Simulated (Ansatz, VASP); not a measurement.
Two plane-wave programs on NbH2

INCAR

```
PREC     = Accurate       # precision mode
ENCUT    = 600            # plane-wave cutoff, eV
EDIFF    = 1E-7           # SCF threshold, eV
ISMEAR   = 0              # smearing method
SIGMA    = 0.1            # smearing width, eV
LREAL    = False          # projectors in reciprocal space
LASPH    = True           # aspherical terms in the spheres
NELM     = 100            # most SCF steps
ALGO     = Normal         # electronic algorithm
ISIF     = 3              # what is computed and relaxed
LWAVE    = False          # write WAVECAR
LCHARG   = False          # write CHGCAR
GGA      = PS             # functional
IBRION   = 2              # ionic algorithm
NSW      = 70             # ionic steps
EDIFFG   = -0.005         # ionic threshold
```

Contents of KPOINTS:

```
Automatic mesh
0
Gamma
  16 16 16
```

Contents of POSCAR:

```
NbH2
1.0
    0.0000000000      2.2799277583      2.2799277583
    2.2799277583      0.0000000000      2.2799277583
    2.2799277583      2.2799277583      0.0000000000
Nb H
1 2
Direct
    0.0000000000      0.0000000000      0.0000000000
    0.2500000000      0.2500000000      0.2500000000
    0.7500000000      0.7500000000      0.7500000000
```

Input for Ansatz:

```yaml
crystal:
  lattice:
    - [0.0, 2.2799277583, 2.2799277583]
    - [2.2799277583, 0.0, 2.2799277583]
    - [2.2799277583, 2.2799277583, 0.0]
  atoms:
    - { symbol: Nb, position: [0.0, 0.0, 0.0] }
    - { symbol: H, position: [0.25, 0.25, 0.25] }
    - { symbol: H, position: [0.75, 0.75, 0.75] }
basis:
  ecutwfc: 420
kpoints:
  mp_grid: { grid: [16, 16, 16] }
hamiltonian:
  xc: pbesol
scf:
  occupations: { method: gaussian, width: 0.1 }
output:
  forces: true
  stress: true
  eigenvalues: true
relax:
  adjacent_minimum: "off"
  f_tol: 0.005
  max_steps: 50
  cell: { stress_tol: 0.05 }
```

Alike in both runs: task relaxation of cell and atoms; functional PBEsol; k mesh 16 × 16 × 16; occupations gaussian, width 0.1 eV; no spin polarisation.

|  | VASP | Ansatz |
| --- | --- | --- |
| version | VASP 6.6.1 | Ansatz 0.2.0 |
| potentials or method | VASP PAW PBE potentials, release 64 (Nb_sv, H) | scalar-relativistic, plane waves, PAW |
| plane-wave cutoff (eV) | 600 | 420 |
| valence electrons in the cell | 15 | 15 |

|  | VASP | Ansatz | Ansatz less VASP |
| --- | --- | --- | --- |
| gap on the k mesh at the Fermi level, each at its own relaxed structure (eV) | none | none | - |
| relaxed volume (Å³/atom) | 7.67 | 7.69 | +0.014 |
| relaxed cell length with the largest relative difference (Å) | 3.193 | 3.195 | +0.0020 |
| energy change over the relaxation (meV/atom) | -4 | -3 | +0.5 |

A gap of «none» marks a metal or a gap that the smearing closes.

Caveats: the PAW data sets were made with another functional, which shifts forces and pressure a little (VASP).
